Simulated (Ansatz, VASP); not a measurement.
## Mo: VASP beside Ansatz

The input INCAR:

```
SYSTEM = Mo
PREC = Accurate ; ENCUT = 520
EDIFF = 1E-8 ; ISMEAR = -1
SIGMA = 0.03 ; LREAL = .False.
LASPH = .True. ; NELM = 60
ALGO = Normal ; ISIF = 2
LWAVE = .False. ; LCHARG = .False.
GGA = PE ; LEFG = .True.
NBANDS = 13
```

KPOINTS

```
regular mesh
0
Gamma
  16 16 16
  0 0 0
```

POSCAR

```
Mo
1.0
   -1.5586628247      1.5586628247      1.5586628247
    1.5586628247     -1.5586628247      1.5586628247
    1.5586628247      1.5586628247     -1.5586628247
Mo
1
Direct
    0.0000000000      0.0000000000      0.0000000000
```

Input for Ansatz:

```yaml
crystal:
  lattice:
    - [-1.5586628247, 1.5586628247, 1.5586628247]
    - [1.5586628247, -1.5586628247, 1.5586628247]
    - [1.5586628247, 1.5586628247, -1.5586628247]
  atoms:
    - { symbol: Mo, position: [0.0, 0.0, 0.0] }
kpoints:
  mp_grid: { grid: [16, 16, 16] }
scf:
  occupations: { method: fermi_dirac, width: 0.03 }
hamiltonian:
  xc: pbe
  pseudopotentials: { kind: paw }
output:
  forces: true
  stress: true
  eigenvalues: true
  efg: { contact_densities: true }
```

Change from the starting cell: volume scaled by 0.96, PAW files.

Alike in both runs: task electric field gradients; functional PBE; k mesh 16 × 16 × 16; occupations fermi-dirac, width 0.03 eV; no spin polarisation.

|  | VASP | Ansatz |
| --- | --- | --- |
| version | VASP 6.6.1 | Ansatz 0.2.0 |
| potentials or method | VASP PAW PBE potentials, release 64 (Mo_sv) | PAW with Ansatz's default frozen-core files, scalar-relativistic |
| plane-wave cutoff (eV) | 520 | 420 |
| valence electrons in the cell | 14 | 14 |

VASP gave:

| Property | Result |
| --- | --- |
| pressure (GPa) | 12.2 |
| Vzz of the field gradient on the site that differs most (V/Å²) | 0.0 |

Task: Estimate Ansatz's values.

Result: Pressure (GPa): 11.6; Vzz of the field gradient on the site that differs most (V/Å²): 0.0.

Ansatz warned: «gradients_without_spin_orbit».
